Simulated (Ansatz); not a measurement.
Take a crystal in which Sn has been replaced by Pb on all its sites, with the cell rescaled by a rough guess (in some cases also distorted within its space group) and nothing relaxed:

```
CELL_PARAMETERS angstrom
0.00000 3.43495 3.43495
3.43495 0.00000 3.43495
3.43495 3.43495 0.00000
ATOMIC_POSITIONS crystal
Pb 0.50000 0.50000 0.50000
Pb 0.75000 0.75000 0.75000
```

Method: DFT PBE, scalar-relativistic, plane waves, PAW (Ansatz 0.2.0).

Settings: cutoff 420 eV, Γ-centred mesh 10×10×10 on the computed 2-atom cell, Gaussian smearing of 0.10 eV; no spin polarisation.

Will this cell want to expand or contract, and how hard?

The pressure is 2.5 GPa (positive in compression), so the cell would expand.

Is it a metal on this mesh?

Yes, a band crosses the Fermi level.

Spin-orbit coupling is left out, which matters for the bands of heavy elements.

This diamond-type form isn't the element's structure at ambient conditions.